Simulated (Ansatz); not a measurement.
Here is an unrelaxed guess for BN.

```cif
data_structure
_symmetry_space_group_name_H-M 'Pmmm'
_symmetry_Int_Tables_number 47
_cell_length_a 2.1738
_cell_length_b 2.4537
_cell_length_c 5.6693
_cell_angle_alpha 90.000
_cell_angle_beta 90.000
_cell_angle_gamma 90.000
_cell_volume 30.24
loop_
_atom_site_label
_atom_site_type_symbol
_atom_site_symmetry_multiplicity
_atom_site_Wyckoff_symbol
_atom_site_fract_x
_atom_site_fract_y
_atom_site_fract_z
_atom_site_occupancy
B1 B 2 t 0.50000 0.50000 0.17805 1
B2 B 1 c 0.00000 0.00000 0.50000 1
N1 N 2 s 0.50000 0.00000 0.32195 1
N2 N 1 e 0.00000 0.50000 0.00000 1
```

All numbers below come from DFT PBE, scalar-relativistic, plane waves, PAW in Ansatz 0.2.0. Plane waves to 420 eV, a k mesh through Γ of 8×8×4 on the computed 6-atom cell and Gaussian smearing (0.10 eV); no spin polarisation.

Formation energies are uncorrected and refer to the elements' standard structures at the same level (N₂ as a molecule).

Task: How far from equilibrium is it?

Result: The pressure is 118.5 GPa (the mean over three directions, positive in compression), the largest force is 2.88 eV/Å, and the energy is +0.31 eV/atom against the elements. The shortest distance is 1.47 Å.

Task: Is it a good guess?

Result: A rough one: relaxing gains about 0.49 eV/atom (the start's value is from the coarse mesh, so the gain is rough) in 15 ionic steps and ends at −0.18 eV/atom on the finer mesh. The symmetry stays Pmmm (No. 47). The volume per atom grows by 25.1 %, from 5.0 to 6.3 Å³. The shortest distance goes from 1.47 Å (B–N) to 1.55 Å (B–N). Conventional cell: a = 2.453 Å, b = 2.568 Å, c = 6.007 Å. B on a site of symmetry mm2 has 4 N at 1.55–1.59 Å; B on a site of symmetry mmm is surrounded by 4 N at 1.66 Å; around N on a site of symmetry mm2 lie 2 B at 1.55 Å and 2 B at 1.66 Å; 1 more site not described.

The last run used a 16×14×6 mesh (in the run's order of axes) for its 6-atom cell and Gaussian smearing of 0.10 eV. The relaxation can't lower the symmetry of the start, and the grade says only how near the guess is to its own end. Symmetry constrained the relaxation, so the result can be a saddle point.
